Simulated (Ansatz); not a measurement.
**Sn: what symmetry allows forces and stress to be**

```xyz
2
Lattice="-0.0754 3.4259 3.4259 3.5290 0.1136 3.2369 3.5290 3.2369 0.1136" Properties=species:S:1:pos:R:3 pbc="T T T"
Sn    3.4760    3.4083    3.4083
Sn    5.2523    5.0621    5.0621
```

Method: DFT PBEsol, scalar-relativistic, plane waves, PAW (Ansatz).

Plane waves to 420 eV, a k mesh through Γ of 10×10×10 on the computed 2-atom cell and Gaussian smearing (0.10 eV); no spin polarisation.

This distorted cell has space group C2/m, with 4 operations.

Task: Without a calculation: in which directions can each atom feel a force?

Result: A force must be left unchanged by every operation that keeps its atom in place, so it lies in the space that those operations leave fixed. Atoms that the group maps onto each other feel forces of one size.
| atom | site symmetry | operations at the site | equivalent to atom | allowed force (Cartesian) |
| --- | --- | --- | --- | --- |
| Sn1 | m | 2 | 1 | in the plane normal to (0.00, 0.71, -0.71) |
| Sn2 | m | 2 | 1 | in the plane normal to (0.00, 0.71, -0.71) |

That leaves 2 independent force components of 6. A relaxation in this cell that keeps the symmetry moves the atoms in these directions alone.

Task: And the stress tensor?

Result: It must be invariant under the point group, which leaves 4 independent components: yy = zz, xz = xy.

Task: Do the computed values obey this?

Result: Yes. Forces (eV/Å):
```
Sn1  0.645 -0.213 -0.213
Sn2 -0.645  0.213  0.213
```

Stress (GPa, compression positive, xx yy zz yz xz xy): -3.97 -1.39 -1.39 -3.51 0.80 0.80. The program imposes the same operations on density, forces and stress, so this confirms the analysis and is no independent test of the calculation.